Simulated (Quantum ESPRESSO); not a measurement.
A calculation with Quantum ESPRESSO 7.5 of V (native input, structure typed inline):

Contents of pw.in:

```
&CONTROL
  calculation = 'scf'
  prefix = 'pwscf'
  outdir = './tmp'
  pseudo_dir = './pseudo'
  tprnfor = .true.
  tstress = .true.
  disk_io = 'low'
/
&SYSTEM
  ibrav = 0
  nat = 1
  ntyp = 1
  ecutwfc = 45
  ecutrho = 360
  nbnd = 15
  occupations = 'smearing'
  smearing = 'fd'
  degauss = 0.00367493
  nspin = 2
  starting_magnetization(1) = 0.1538
/
&ELECTRONS
  conv_thr = 2d-10
  electron_maxstep = 120
  mixing_beta = 0.3
/
ATOMIC_SPECIES
V     50.9415 v_pbesol_v1.4.uspp.F.UPF
CELL_PARAMETERS angstrom
  -1.5143500000    1.5143500000    1.5143500000
   1.5143500000   -1.5143500000    1.5143500000
   1.5143500000    1.5143500000   -1.5143500000
ATOMIC_POSITIONS crystal
V      0.0000000000    0.0000000000    0.0000000000
K_POINTS automatic
12 12 12 0 0 0
```

The input pp_density.in:

```
&INPUTPP
  prefix = 'pwscf'
  outdir = './tmp'
  filplot = 'density.dat'
  plot_num = 0
/
&PLOT
  nfile = 1
  filepp(1) = 'density.dat'
  iflag = 3
  output_format = 6
  fileout = 'density.cube'
/
```

File pp_potential.in:

```
&INPUTPP
  prefix = 'pwscf'
  outdir = './tmp'
  filplot = 'potential.dat'
  plot_num = 11
/
&PLOT
  nfile = 1
  filepp(1) = 'potential.dat'
  iflag = 3
  output_format = 6
  fileout = 'potential.cube'
/
```

pp_spin.in

```
&INPUTPP
  prefix = 'pwscf'
  outdir = './tmp'
  filplot = 'spin.dat'
  plot_num = 6
/
&PLOT
  nfile = 1
  filepp(1) = 'spin.dat'
  iflag = 3
  output_format = 6
  fileout = 'spin.cube'
/
```

Potentials or basis: GBRV 1.5 PBEsol.

Command:

```sh
$ OMP_NUM_THREADS=1 mpirun -n 2 pw.x -nk 2 -in pw.in > pw.out
$ OMP_NUM_THREADS=1 mpirun -n 1 pp.x -in pp_density.in > pp_density.out
$ OMP_NUM_THREADS=1 mpirun -n 1 pp.x -in pp_potential.in > pp_potential.out
$ OMP_NUM_THREADS=1 mpirun -n 1 pp.x -in pp_spin.in > pp_spin.out
```

Problem. Write the same calculation in another form: ASE script, Cartesian positions.

Solution. As run:

Contents of run.py:

```python
import numpy as np
from ase.calculators.espresso import Espresso, EspressoProfile
from ase.io import read

atoms = read('V.xyz')
atoms.set_initial_magnetic_moments([2.0])

input_data = {
    'control': {'calculation': 'scf', 'prefix': 'pwscf', 'outdir': './tmp', 'tprnfor': True, 'tstress': True, 'disk_io': 'nowf'},
    'system': {'ecutwfc': 45.0, 'ecutrho': 360.0, 'nbnd': 15, 'occupations': 'smearing', 'smearing': 'fd', 'degauss': 0.00367493, 'nspin': 2},
    'electrons': {'conv_thr': 2e-10, 'electron_maxstep': 120, 'mixing_beta': 0.3},
}
pseudopotentials = {'V': 'v_pbesol_v1.4.uspp.F.UPF'}
profile = EspressoProfile(command='mpirun -n 2 pw.x -nk 2', pseudo_dir='pseudo')
dft = Espresso(profile=profile, input_data=input_data, pseudopotentials=pseudopotentials, kpts=(12, 12, 12), koffset=(0, 0, 0))
atoms.calc = dft

print(f'energy {atoms.get_potential_energy():.8f} eV')
print('forces (eV/A)')
print(np.round(atoms.get_forces(), 6))
print('stress (eV/A^3, Voigt)')
print(np.round(atoms.get_stress(), 8))
print(f'Fermi level {dft.get_fermi_level():.4f} eV')
```

V.xyz

```xyz
1
Lattice="-1.5143500000 1.5143500000 1.5143500000 1.5143500000 -1.5143500000 1.5143500000 1.5143500000 1.5143500000 -1.5143500000" Properties=species:S:1:pos:R:3 pbc="T T T"
V      0.0000000000      0.0000000000      0.0000000000
```

Potentials or basis: GBRV 1.5 PBEsol.

Command:

```bash
$ OMP_NUM_THREADS=1 python run.py
```

Both were run:

|  | native input, structure typed inline | ASE script, Cartesian positions |
| --- | --- | --- |
| Pressure | -12.2 GPa | -12.2 GPa |
| Band gap on the k mesh | none (metal or under the smearing width) | none (metal or under the smearing width) |
| Net moment | 0.00 μB per cell | 0.00 μB per cell |
| Absolute moment | 0.00 μB per cell | 0.00 μB per cell |
| Valence electrons inside the program's atomic spheres | V 11.31 | V 11.31 |

Keys that steer only the numerical path or the files written may differ.
